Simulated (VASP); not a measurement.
Ge: relaxation of cell and atoms with PBE

Ge:

```
Ge
1.0
     2.50685    0.00000    0.00000
     0.00000    2.50685    0.00000
     0.00000    0.00000    2.50685
Ge
1
Direct
  0.00000 0.00000 0.00000
```

This isn't the form of Ge at room conditions, which is diamond.

The cell isn't the ideal one: cell and atoms relaxed from a first guess.

```json
{
  "Program": "VASP 6.6.1",
  "Task": "relaxation of cell and atoms",
  "Functional": "PBE",
  "Potentials or basis": "VASP PAW PBE potentials, release 64 (Ge_d)",
  "Cutoff": "600 eV",
  "k mesh": "13 × 13 × 13",
  "Occupations": "fermi-dirac, width 0.05 eV",
  "Spin": "no spin polarisation",
  "Dipole correction": "no",
  "Further INCAR settings": "ALGO = Normal; EDIFF = 1e-06; IBRION = 2; EDIFFG = -0.005; NSW = 100; ISIF = 3"
}
```

```yaml
Relaxed_volume: 19.95 Å³/atom
Relaxed_cell: a = 2.712 Å, b = 2.712 Å, c = 2.712 Å, α = 90.00°, β = 90.00°, γ = 90.00°
Space_group_after_relaxing_to_0.05_Å: Pm-3m (No. 221)
Energy_gained_by_relaxing: 292.8 meV/atom
Ionic_steps: 5
Pressure_after_relaxing: 0.0 GPa
Band_gap_on_the_k_mesh: none (metal or under the smearing width)
```

Step by step:
```tsv
step	energy change (eV)	largest force (eV/Å)	pressure (GPa)	volume (Å³)
1	0.0000	0.0000	28.00	15.75
2	-0.2198	0.0000	-6.74	22.90
3	-0.2927	0.0000	0.06	19.89
4	-0.2928	0.0000	-0.09	19.98
5	-0.2928	0.0000	-0.01	19.95
```

Final structure:
```
CELL_PARAMETERS angstrom
2.71220 0.00000 0.00000
0.00000 2.71220 0.00000
0.00000 0.00000 2.71220
ATOMIC_POSITIONS crystal
Ge 0.00000 0.00000 0.00000
```

Levels at points of the mesh, in eV from the Fermi level:
```tsv
k point	band 3	band 4	band 5	band 6	band 7	band 8	band 9	band 10	band 11
(0.00, 0.00, 0.00)	-24.49	-24.49	-24.49	-12.78	6.51	6.51	6.51	9.95	9.95
```

Wall time 23 s on 1 thread of Intel(R) Xeon(R) Platinum 8488C (Sapphire Rapids), on a shared host, peak memory 0.13 GiB.

Caveat: the volume moved by over 15 % at a fixed basis, so the end points are rough.
